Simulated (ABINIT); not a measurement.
# MoS2 (R-3m) in ABINIT: notebook

One crystal, MoS2, is run at these levels: AM05, PBEsol, LDA; tasks: single point.

All numbers are computed with ABINIT 10.8.3 (patched build); they aren't measurements. Logs are shortened: lines on timing, memory, paths and dates and some standing lists are left out, and cuts for length are marked. The log counts tension as positive stress, the text compression.

## 1. Starting point

The structure is trigonal, space group R-3m (No. 166). The conventional cell has a = 3.171 Å, b = 3.171 Å, c = 18.345 Å, α = 90.00°, β = 90.00°, γ = 120.00°. Around Mo (site symmetry -3m) lie 6 S at 2.39 Å. Around S (site symmetry 3m) lie 3 Mo at 2.39 Å.

Measurements of this composition are mostly on another form, of space group No. 194.

## 2. Single point, AM05

run.abi

```
# Pseudopotentials
pp_dirpath "./"
pseudos "Mo.upf, S.upf"

# Structure
acell 6.3831756386 6.3831756386 6.3831756386 Angstrom
rprim
     0.2483873372     0.1434064960     0.9579865905
    -0.2483873372     0.1434064960     0.9579865905
     0.0000000000    -0.2868129920     0.9579865905
ntypat 2
znucl 42 16
natom 3
typat 1 2 2
xred
     0.0000000000     0.0000000000     0.0000000000
     0.2500000000     0.2500000000     0.2500000000
     0.7500000000     0.7500000000     0.7500000000

# Plane-wave basis
ecut 36.0

# k points
kptopt 1
ngkpt 8 8 8
nshiftk 1
shiftk 0.0 0.0 0.0

# Exchange and correlation
ixc -120135

# Bands and occupations
nband 17
occopt 3
tsmear 0.00183747

# SCF cycle
nstep 100
tolvrs 1.0e-10

# Output
iomode 3
prtwf 0
prteig 0
prtebands 0
enunit 1
prtden 1
prtvha 1
prtvclmb 1
prtpot 1
prtelf 1
```

Potentials or basis: PseudoDojo NC SR PBEsol v0.4.1 standard.

Run with:

```sh
$ abinit run.abi > log 2>&1
```

run.abo:

```text
.Version 10.8.3 of ABINIT
 Symmetries : space group R-3 m (#166); Bravais hR (rhombohedral)
================================================================================
 Values of the parameters that define the memory need of the present run
     intxc =       0    ionmov =       0      iscf =       7    lmnmax =       6
     lnmax =       6     mgfft =      72  mpssoang =       3    mqgrid =    3001
     natom =       3  nloc_mem =       1    nspden =       1   nspinor =       1
    nsppol =       1      nsym =      12    n1xccc =    2501    ntypat =       2
    occopt =       3   xclevel =       2
       mpw =        3733          nfft =      373248          nkpt =          65
================================================================================
================================================================================

--------------------------------------------------------------------------------
------------- Echo of variables that govern the present computation ------------
--------------------------------------------------------------------------------
 -outvars: echo values of preprocessed input variables --------
            acell      1.2062453771E+01  1.2062453771E+01  1.2062453771E+01 Bohr
              amu      9.59400000E+01  3.20660000E+01
             ecut      3.60000000E+01 Hartree
           enunit           1
                       outvar_i_n : Printing only first  50 k-points.
              ixc     -120135
                       outvar_i_n : Printing only first  50 k-points.
         kptrlatt        8    0    0      0    8    0      0    0    8
          kptrlen      4.79385724E+01
            natom           3
            nband          17
            ngfft          72      72      72
             nkpt          65
            nstep         100
             nsym          12
           ntypat           2
                       prtocc : prtvol=0, do not print more k-points.
           occopt           3
        prtebands           0
           prteig           0
           prtelf           1
           prtpot           1
         prtvclmb           1
           prtvha           1
            prtwf           0
            rprim      2.4838733720E-01  1.4340649600E-01  9.5798659050E-01
                      -2.4838733720E-01  1.4340649600E-01  9.5798659050E-01
                       0.0000000000E+00 -2.8681299200E-01  9.5798659050E-01
          spgroup         166
           tolvrs      1.00000000E-10
           tsmear      1.83747000E-03 Hartree
            typat      1  2  2
                       outvars : Printing only first  50 k-points.
           xangst      0.0000000000E+00  0.0000000000E+00  0.0000000000E+00
                       0.0000000000E+00  0.0000000000E+00  4.5862474999E+00
                       1.1750094465E-16 -5.8750472325E-17  1.3758742500E+01
            xcart      0.0000000000E+00  0.0000000000E+00  0.0000000000E+00
                       0.0000000000E+00  0.0000000000E+00  8.6667517205E+00
                       2.2204460493E-16 -1.1102230246E-16  2.6000255162E+01
             xred      0.0000000000E+00  0.0000000000E+00  0.0000000000E+00
                       2.5000000000E-01  2.5000000000E-01  2.5000000000E-01
                       7.5000000000E-01  7.5000000000E-01  7.5000000000E-01
            znucl       42.00000   16.00000

================================================================================

 chkinp: Checking input parameters for consistency.

================================================================================
== DATASET  1 ==================================================================

--- !DatasetInfo
iteration_state: {dtset: 1, }
dimensions: {natom: 3, nkpt: 65, mband: 17, nsppol: 1, nspinor: 1, nspden: 1, mpw: 3733, }
cutoff_energies: {ecut:  36.0, pawecutdg:  -1.0, }
electrons: {nelect:   2.60000000E+01, charge:   0.00000000E+00, occopt:   3.00000000E+00, tsmear:   1.83747000E-03, }
meta: {optdriver: 0, ionmov: 0, optcell: 0, iscf: 7, paral_kgb: 0, }
...

 Real(R)+Recip(G) space primitive vectors, cartesian coordinates (Bohr,Bohr^-1):
 R(1)=  2.9961608  1.7298342 11.5556690  G(1)=  0.1668802  0.0963483  0.0288459
 R(2)= -2.9961608  1.7298342 11.5556690  G(2)= -0.1668802  0.0963483  0.0288459
 R(3)=  0.0000000 -3.4596685 11.5556690  G(3)=  0.0000000 -0.1926967  0.0288459
 Unit cell volume ucvol=  3.5934859E+02 bohr^3
 Angles (23,13,12)=  2.87642072E+01  2.87642072E+01  2.87642072E+01 degrees

 getcut: wavevector=  0.0000  0.0000  0.0000  ngfft=  72  72  72
         ecut(hartree)=     36.000   => boxcut(ratio)=   2.21092

 getcut : COMMENT -
  Note that boxcut > 2.2 ; recall that boxcut=Gcut(box)/Gcut(sphere) = 2
  is sufficient for exact treatment of convolution.
  Such a large boxcut is a waste : you could raise ecut
  e.g. ecut=   43.993539 Hartrees makes boxcut=2

--- Pseudopotential description ------------------------------------------------
- pspini: atom type   1  psp file is ./Mo.upf
12 -116133 2 -1 1640                          pspcod,pspxc,lmax,lloc,mmax
     nproj     2     2     2

- pspini: atom type   2  psp file is ./S.upf
12 -116133 2 -1 1146                          pspcod,pspxc,lmax,lloc,mmax
     nproj     2     2     2

   8.68054243E+02                                ecore*ucvol(ha*bohr**3)
--------------------------------------------------------------------------------

================================================================================

--- !BeginCycle
iteration_state: {dtset: 1, }
solver: {iscf: 7, nstep: 100, nline: 4, wfoptalg: 0, }
tolerances: {tolvrs: 1.00E-10, }
...

     iter   Etot(hartree)      deltaE(h)  residm     vres2
 ETOT  1  -92.069629748269    -9.207E+01 1.310E-01 7.300E+03
 ETOT  2  -90.957863094182     1.112E+00 9.579E-02 6.787E+04
 ETOT  3  -92.311951531750    -1.354E+00 2.932E-02 7.765E+01
 ETOT  4  -92.313660247987    -1.709E-03 2.133E-02 7.272E+00
 ETOT  5  -92.313959905501    -2.997E-04 1.584E-03 2.209E+00
 ETOT  6  -92.313982859454    -2.295E-05 1.860E-03 4.226E-01
 ETOT  7  -92.313987336622    -4.477E-06 9.286E-04 1.473E-02
 ETOT  8  -92.313987493998    -1.574E-07 8.451E-04 4.589E-05
 ETOT  9  -92.313987495480    -1.482E-09 3.376E-04 2.158E-06
 ETOT 10  -92.313987495547    -6.651E-11 2.945E-04 1.947E-07
 ETOT 11  -92.313987495554    -7.574E-12 1.032E-04 8.009E-09
 ETOT 12  -92.313987495551     3.524E-12 3.022E-04 1.072E-11

 At SCF step   12       vres2   =  1.07E-11 < tolvrs=  1.00E-10 =>converged.

 Compute ELF
--------------------------------------------------------------------------------

 Compute kinetic energy density

 Compute gradient of the electron density
 Electron Localization Function (ELF) [min:0;max:1]
)     Maximum=    9.4409E-01  at reduced coord.    0.7917    0.7917    0.8056
)     Minimum=    2.1615E-08  at reduced coord.    0.2500    0.2500    0.2500
   Integrated=    1.3957E+02

--------------------------------------------------------------------------------
 End of ELF section

 Cartesian components of stress tensor (hartree/bohr^3)
  sigma(1 1)= -2.74565673E-05  sigma(3 2)=  0.00000000E+00
  sigma(2 2)= -2.74565677E-05  sigma(3 1)=  0.00000000E+00
  sigma(3 3)= -2.03735648E-04  sigma(2 1)=  0.00000000E+00

--- !ResultsGS
iteration_state: {dtset: 1, }
comment   : Summary of ground state results
lattice_vectors:
- [  2.9961608,   1.7298342,  11.5556690, ]
- [ -2.9961608,   1.7298342,  11.5556690, ]
- [  0.0000000,  -3.4596685,  11.5556690, ]
lattice_lengths: [  12.06245,   12.06245,   12.06245, ]
lattice_angles: [ 28.764,  28.764,  28.764, ] # degrees, (23, 13, 12)
lattice_volume:   3.5934859E+02
convergence: {deltae:  3.524E-12, res2:  1.072E-11, residm:  3.022E-04, diffor: null, }
etotal    :  -9.23139875E+01
entropy   :   0.00000000E+00
fermie    :   3.20580926E-01
cartesian_stress_tensor: # hartree/bohr^3
- [ -2.74565673E-05,   0.00000000E+00,   0.00000000E+00, ]
- [  0.00000000E+00,  -2.74565677E-05,   0.00000000E+00, ]
- [  0.00000000E+00,   0.00000000E+00,  -2.03735648E-04, ]
pressure_GPa:   2.5366E+00
xred      :
- [  0.0000E+00,   0.0000E+00,   0.0000E+00, Mo]
- [  2.5000E-01,   2.5000E-01,   2.5000E-01,  S]
- [  7.5000E-01,   7.5000E-01,   7.5000E-01,  S]
cartesian_forces: # hartree/bohr
- [ -0.00000000E+00,  -0.00000000E+00,  -0.00000000E+00, ]
- [  1.09057784E-17,   5.83399171E-18,  -1.20838814E-02, ]
- [ -1.09057784E-17,  -5.83399171E-18,   1.20838814E-02, ]
force_length_stats: {min:   0.00000000E+00, max:   1.20838814E-02, mean:   8.05592093E-03, }
...

 Integrated electronic density in atomic spheres:
 ------------------------------------------------
 Atom  Sphere_radius  Integrated_density
    1        2.00000         10.51913693
    2        2.00000          3.93406925
    3        2.00000          3.93406925
================================================================================

 ----iterations are completed or convergence reached----

 Mean square residual over all n,k,spin=   35.135E-08; max=  30.219E-05
 reduced coordinates (array xred) for    3 atoms
       0.000000000000      0.000000000000      0.000000000000
       0.250000000000      0.250000000000      0.250000000000
       0.750000000000      0.750000000000      0.750000000000
 rms dE/dt=  1.1401E-01; max dE/dt=  1.3964E-01; dE/dt below (all hartree)
    1       0.000000000000      0.000000000000      0.000000000000
    2       0.139637333219      0.139637333219      0.139637333219
    3      -0.139637333219     -0.139637333219     -0.139637333219

 cartesian coordinates (angstrom) at end:
    1      0.00000000000000     0.00000000000000     0.00000000000000
    2      0.00000000000000     0.00000000000000     4.58624749993881
    3      0.00000000000000    -0.00000000000000    13.75874249981641

 cartesian forces (hartree/bohr) at end:
    1     -0.00000000000000    -0.00000000000000    -0.00000000000000
    2      0.00000000000000     0.00000000000000    -0.01208388140003
    3     -0.00000000000000    -0.00000000000000     0.01208388140003
 frms,max,avg= 5.6963963E-03 1.2083881E-02   0.000E+00  0.000E+00  0.000E+00 h/b

 cartesian forces (eV/Angstrom) at end:
    1     -0.00000000000000    -0.00000000000000    -0.00000000000000
    2      0.00000000000000     0.00000000000000    -0.62137816514958
    3     -0.00000000000000    -0.00000000000000     0.62137816514958
 frms,max,avg= 2.9292048E-01 6.2137817E-01   0.000E+00  0.000E+00  0.000E+00 e/A
 length scales= 12.062453770521 12.062453770521 12.062453770521 bohr
              =  6.383175638600  6.383175638600  6.383175638600 angstroms
 Fermi (or HOMO) energy (eV) =   8.72345   Average Vxc (eV)= -11.06321
 Eigenvalues (   eV  ) for nkpt=  65  k points:
 kpt#   1, nband= 17, wtk=  0.00195, kpt=  0.0000  0.0000  0.0000 (reduced coord)
 -52.93708  -27.05561  -26.96200  -26.96200   -6.46384   -4.80790    1.61777    4.50112
   4.50112    6.96732    7.48412    7.68312    7.68312    8.49112    8.49112   12.11411
  12.11411
 prteigrs : prtvol=0 or 1, do not print more k-points.

--- !EnergyTerms
iteration_state     : {dtset: 1, }
comment             : Components of total free energy in Hartree
kinetic             :  3.00331999534879E+01
hartree             :  2.72769057852111E+01
xc                  : -1.65186696956947E+01
Ewald energy        : -5.96419614122966E+01
psp_core            :  2.41563282217726E+00
local_psp           : -8.75111106882077E+01
non_local_psp       :  1.16325458804709E+01
internal            : -9.23134573548518E+01
'-kT*entropy'       : -5.30140698819304E-04
total_energy        : -9.23139874955506E+01
total_energy_eV     : -2.51199156964809E+03
band_energy         : -8.03887495132218E+00
...

 Cartesian components of stress tensor (hartree/bohr^3)
  sigma(1 1)= -2.74565673E-05  sigma(3 2)=  0.00000000E+00
  sigma(2 2)= -2.74565677E-05  sigma(3 1)=  0.00000000E+00
  sigma(3 3)= -2.03735648E-04  sigma(2 1)=  0.00000000E+00

-Cartesian components of stress tensor (GPa)         [Pressure=  2.5366E+00 GPa]
- sigma(1 1)= -8.07800100E-01  sigma(3 2)=  0.00000000E+00
- sigma(2 2)= -8.07800112E-01  sigma(3 1)=  0.00000000E+00
- sigma(3 3)= -5.99410971E+00  sigma(2 1)=  0.00000000E+00

== END DATASET(S) ==============================================================
================================================================================

 -outvars: echo values of variables after computation  --------
            acell      1.2062453771E+01  1.2062453771E+01  1.2062453771E+01 Bohr
           etotal     -9.2313987496E+01
            fcart     -0.0000000000E+00 -0.0000000000E+00 -0.0000000000E+00
                       1.0905778440E-17  5.8339917113E-18 -1.2083881400E-02
                      -1.0905778440E-17 -5.8339917113E-18  1.2083881400E-02
            rprim      2.4838733720E-01  1.4340649600E-01  9.5798659050E-01
                      -2.4838733720E-01  1.4340649600E-01  9.5798659050E-01
                       0.0000000000E+00 -2.8681299200E-01  9.5798659050E-01
           strten     -2.7456567326E-05 -2.7456567726E-05 -2.0373564806E-04
                       0.0000000000E+00  0.0000000000E+00  0.0000000000E+00
           xangst      0.0000000000E+00  0.0000000000E+00  0.0000000000E+00
                       0.0000000000E+00  0.0000000000E+00  4.5862474999E+00
                       1.1750094465E-16 -5.8750472325E-17  1.3758742500E+01
             xred      0.0000000000E+00  0.0000000000E+00  0.0000000000E+00
                       2.5000000000E-01  2.5000000000E-01  2.5000000000E-01
                       7.5000000000E-01  7.5000000000E-01  7.5000000000E-01
 Calculation completed.
```

It took 7.8 min on 1 thread of Arm Neoverse V2, shared host; peak memory 0.24 GiB.

Results:

```yaml
Free_energy: -2511.9916 eV
Pressure: 2.5 GPa
Largest_force: 0.621 eV/Å
Band_gap_on_the_k_mesh: none (metal or under the smearing width)
Valence_electrons_inside_the_program's_atomic_spheres: Mo 10.52; S 3.93
```

Forces on the atoms (eV/Å):
```
Mo   0.000  0.000  0.000
S    0.000  0.000 -0.621
S    0.000  0.000  0.621
```

Caveat: the potentials were made for another functional, which shifts forces and pressure; the cell's inner coordinates are idealised or old, which leaves forces on the atoms.

## 3. Single point, PBEsol

run.abi

```
pp_dirpath "./"
pseudos "Mo.upf, S.upf"

acell 12.0624537624 12.0624537624 12.0624537624
rprim
     0.2483873372     0.1434064960     0.9579865905
    -0.2483873372     0.1434064960     0.9579865905
     0.0000000000    -0.2868129920     0.9579865905
ntypat 2
znucl 42 16
natom 3
typat 1 2 2
xcart
     0.0000000000     0.0000000000     0.0000000000
     0.0000000000     0.0000000000     4.5862475000
     0.0000000000     0.0000000000    13.7587425001 Angstrom

ecut 36.0

kptopt 1
ngkpt 8 8 8
nshiftk 1
shiftk 0.0 0.0 0.0

ixc -116133

nband 17
occopt 3
tsmear 0.05 eV

nstep 100
tolvrs 1.0e-10

iomode 3
prtwf 0
prteig 0
prtebands 0
enunit 2
prtden 1
prtvha 1
prtvclmb 1
prtpot 1
prtelf 1
```

Potentials or basis: PseudoDojo NC SR PBEsol v0.4.1 standard.

Run with:

```sh
$ mpirun --bind-to none -np 4 abinit run.abi > log 2>&1
```

It took 2.5 min on 4 MPI ranks of Arm Neoverse V1, shared host; peak memory 0.76 GiB.

Results (log left out):

| Property | Result |
| --- | --- |
| Free energy | -2513.9219 eV |
| Pressure | 2.9 GPa |
| Largest force | 0.752 eV/Å |
| Band gap on the k mesh | none (metal or under the smearing width) |
| Valence electrons inside the program's atomic spheres | Mo 10.52; S 3.93 |

Forces on the atoms (eV/Å):
```
Mo   0.000  0.000  0.000
S    0.000  0.000 -0.752
S    0.000  0.000  0.752
```

Stress tensor (GPa, compression positive):
```
1.32 0.00 0.00
0.00 1.32 0.00
0.00 0.00 5.93
```

Levels at points of the mesh, in eV from the Fermi level:
```
           k point  band 10  band 11  band 12  band 13  band 14  band 15  band 16  band 17
(0.00, 0.00, 0.00)    -1.74    -1.25    -1.04    -1.04    -0.22    -0.22     3.40     3.40
(0.50, 0.00, 0.00)    -4.35    -2.84    -1.94    -1.59     1.06     1.97     3.42     4.15
(0.50, 0.50, 0.00)    -4.27    -2.86    -2.25    -1.80     1.06     1.75     3.88     4.70
(0.50, 0.50, 0.50)    -3.91    -1.03    -1.03    -0.32    -0.32    -0.03     3.52     3.52
```

Caveat: the cell's inner coordinates are idealised or old, which leaves forces on the atoms.

## 4. Single point, LDA (cell stretched)

run.abi

```
# Pseudopotentials
pp_dirpath "./"
pseudos "Mo.upf, S.upf"

# Structure
acell 12.3759034749 12.3759034749 12.3759034749
rprim
     0.2483873372     0.1434064960     0.9579865905
    -0.2483873372     0.1434064960     0.9579865905
     0.0000000000    -0.2868129920     0.9579865905
ntypat 2
znucl 42 16
natom 3
typat 1 2 2
xred
     0.0000000000     0.0000000000     0.0000000000
     0.2500000000     0.2500000000     0.2500000000
     0.7500000000     0.7500000000     0.7500000000
chkprim 0
chksymtnons 0
tolsym 1.0e-6

# Plane-wave basis
ecut 40.0

# k points
kptopt 1
ngkpt 8 8 8
nshiftk 1
shiftk 0.0 0.0 0.0

# Exchange and correlation
ixc 7

# Bands and occupations
nband 17
occopt 3
tsmear 0.00183747

# SCF cycle
nstep 100
tolvrs 1.0e-10

# Output
iomode 3
prtwf 0
prteig 0
prtebands 0
enunit 1
prtden 1
prtvha 1
prtvclmb 1
prtpot 1
prtelf 1
```

Potentials or basis: PseudoDojo NC SR LDA v0.4 stringent.

Run with:

```sh
$ abinit run.abi > log 2>&1
```

Run time: 7.8 min. Hardware: 1 thread of Intel Xeon 6975P-C (Granite Rapids), shared host; peak memory 0.22 GiB.

Results (log left out):

```yaml
Free_energy: -2518.6575 eV
Pressure: -9.7 GPa
Largest_force: 0.655 eV/Å
Band_gap_on_the_k_mesh: none (metal or under the smearing width)
Valence_electrons_inside_the_program's_atomic_spheres: Mo 10.47; S 3.88
```

Forces on the atoms (eV/Å):
```
Mo   0.000  0.000  0.000
S    0.000  0.000  0.655
S    0.000  0.000 -0.655
```

Stress tensor (GPa, compression positive):
```
-10.51   0.00   0.00
  0.00 -10.51   0.00
  0.00   0.00  -8.11
```

Levels at points of the mesh, in eV from the Fermi level:
```tsv
k point	band 10	band 11	band 12	band 13	band 14	band 15	band 16	band 17
(0.00, 0.00, 0.00)	-1.65	-1.07	-0.91	-0.91	-0.27	-0.27	3.07	3.07
(0.50, 0.00, 0.00)	-4.00	-2.70	-1.75	-1.53	0.90	1.72	3.12	3.74
(0.50, 0.50, 0.00)	-3.93	-2.70	-2.02	-1.72	0.90	1.55	3.49	4.50
(0.50, 0.50, 0.50)	-3.62	-0.90	-0.90	-0.37	-0.37	-0.09	3.17	3.17
```

Caveat: the cell's inner coordinates are idealised or old, which leaves forces on the atoms.

## 5. Overview

| level | potentials or basis | cell | cutoff (eV) | gap on the mesh (eV) | pressure (GPa) | largest force (eV/Å) |
| --- | --- | --- | --- | --- | --- | --- |
| AM05 | PseudoDojo NC SR PBEsol v0.4.1 standard | as given | 980 | none | 2.5 | 0.62 |
| PBEsol | PseudoDojo NC SR PBEsol v0.4.1 standard | as given | 980 | none | 2.9 | 0.75 |
| LDA | PseudoDojo NC SR LDA v0.4 stringent | cell stretched | 1088 | none | -9.7 | 0.65 |

Alike in all rows: task single point; no spin polarisation; k mesh 8 × 8 × 8; smearing fermi-dirac 0.05 eV.

Caveats: the cell's inner coordinates are idealised or old, which leaves forces on the atoms; the potentials were made for another functional, which shifts forces and pressure (some runs).

Absolute energies hang on the potentials; compare differences alone.
